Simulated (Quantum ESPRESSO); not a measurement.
ZrS under changes of volume

One of the cells (18.088 Å³/atom); the others are scaled copies at fixed shape and fractional positions:

```xyz
2
Lattice="0.0000 2.6250 2.6250 2.6250 0.0000 2.6250 2.6250 2.6250 0.0000" Properties=species:S:1:pos:R:3 pbc="T T T"
Zr    0.0000    0.0000    0.0000
S     2.6250    2.6250    2.6250
```

| Property | Result |
| --- | --- |
| Program | Quantum ESPRESSO 7.5 |
| Functional | r2SCAN |
| Potentials or basis | SG15 PBE 1.2 |
| Cutoff | 898 eV |
| Density cutoff | 3592 eV |
| k mesh | 7 × 7 × 7 |
| Occupations | fermi-dirac, width 0.05 eV |
| Spin | no spin polarisation |

```tsv
volume (Å³/atom)	energy over the lowest point (meV/atom)	pressure (GPa)
17.003	19.39	7.6
17.364	5.97	4.1
17.726	0.00	1.0
18.088	0.69	-1.8
18.450	7.34	-4.3
18.811	19.33	-6.5
19.173	?	?
```

Task: What does the run at 19.173 Å³/atom give?

Result: Energy over the lowest point 36.10 meV/atom; pressure -8.5 GPa.

Worked out: A Birch-Murnaghan fit of order 3 (a polynomial in V^(-2/3)) to the other rows has its minimum at 17.87 Å³/atom with B0 = V·E''(V) = 140 GPa and B' = 4.5. It gives 36.12 meV/atom at 19.173 Å³/atom, against the run's 36.10, and -dE/dV = -8.4 GPa, against -8.5.

Energies are extrapolated to zero smearing.

Caveats: the potentials were made for another functional, which shifts forces and pressure.
